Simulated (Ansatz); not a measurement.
Two-dimensional strain map in CaO

Method: Ansatz 0.2.0, DFT r2SCAN, scalar-relativistic, plane waves, PAW. The runs took a 500 eV cutoff, a Γ-centred 8×8×8 mesh and Gaussian smearing (0.05 eV). No spin polarisation. Energies are free energies at this smearing, counted from the undisturbed cell; pressure is positive in compression.

Reference structure (as given, not relaxed at this level; it stands at -6.5 GPa):

```xyz
2
Lattice="0.0000 2.4490 2.4490 2.4490 0.0000 2.4490 2.4490 2.4490 0.0000" Properties=species:S:1:pos:R:3 pbc="T T T"
Ca    0.0000    0.0000    0.0000
O     2.4490    2.4490    2.4490
```

The cell is strained by p along both x and y and by q along z, fractional coordinates fixed. Points are written (p, q).

Energy above the undisturbed cell in meV/atom (a dash: not computed):

```csv
p \ q,-0.080,-0.040,0.000,0.040,0.080
-0.080,182.6,111.9,86.9,90.1,110.2
-0.040,50.3,?,-9.4,9.1,?
0.000,24.0,-9.1,0.0,33.9,81.3
0.040,64.5,49.4,75.2,124.5,185.9
0.080,145.5,147.6,?,?,329.2
```

Question: Fill in the withheld energies.

Answer: (-0.040, -0.040): -1.4; (-0.040, 0.080): 42.7; (0.080, 0.000): 189.6; (0.080, 0.040): 254.0.